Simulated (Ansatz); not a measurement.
# MoP: the cost of one run

Program: Ansatz 0.2.0. Level of theory: DFT PBE, scalar-relativistic, plane waves, PAW. These are calculated values, not measurements.

1 further run of the same task is left out (set aside as unsound or not needed).

### 1 The starting structure

Symmetry: P-6m2, No. 187, hexagonal system. Conventional cell: a = 3.223 Å, b = 3.223 Å, c = 3.191 Å, α = 90.00°, β = 90.00°, γ = 120.00°. Mo (site symmetry -6m2) has 6 P at 2.45 Å as nearest neighbours. Around P (site symmetry -6m2) lie 6 Mo at 2.45 Å.

As a file:

```cif
data_structure
_symmetry_space_group_name_H-M 'P 1'
_symmetry_Int_Tables_number 1
_cell_length_a 3.2230
_cell_length_b 3.2230
_cell_length_c 3.1910
_cell_angle_alpha 90.000
_cell_angle_beta 90.000
_cell_angle_gamma 120.000
_cell_volume 28.71
loop_
_atom_site_label
_atom_site_type_symbol
_atom_site_fract_x
_atom_site_fract_y
_atom_site_fract_z
_atom_site_occupancy
Mo1 Mo 0.00000 0.00000 0.00000 1
P1 P 0.33333 0.66667 0.50000 1
```

Source of the structure: the Crystallography Open Database.

(A quick probe on a coarse mesh, which set the mesh and smearing, is not shown.)

### 3 Full relaxation

Contents of input.yaml:

```yaml
crystal:
  lattice:
    - [3.223, 0.0, 0.0]
    - [-1.6115, 2.7911998764, 0.0]
    - [0.0, 0.0, 3.191]
  atoms:
    - { symbol: Mo, position: [0.0, 0.0, 0.0] }
    - { symbol: P, position: [0.3333333333, 0.6666666667, 0.5] }
basis:
  ecutwfc: 420
kpoints:
  mp_grid: { grid: [6, 6, 6] }
hamiltonian:
  xc: pbe
scf:
  occupations: { method: gaussian, width: 0.1 }
output:
  forces: true
  stress: true
  eigenvalues: true
relax:
  adjacent_minimum: "off"
  f_tol: 0.005
  max_steps: 80
  cell: { stress_tol: 0.05 }
```

Command:

```console
ansatz run input.yaml --threads 1 --pin off --max-ram 2560MiB --backend cpu --events-out ev --progress --plain --runs-dir out
```

What time and memory should one allow on 1 thread of AMD EPYC (Zen 3), shared host?

About 16 s, with a peak of 0.32 GiB.
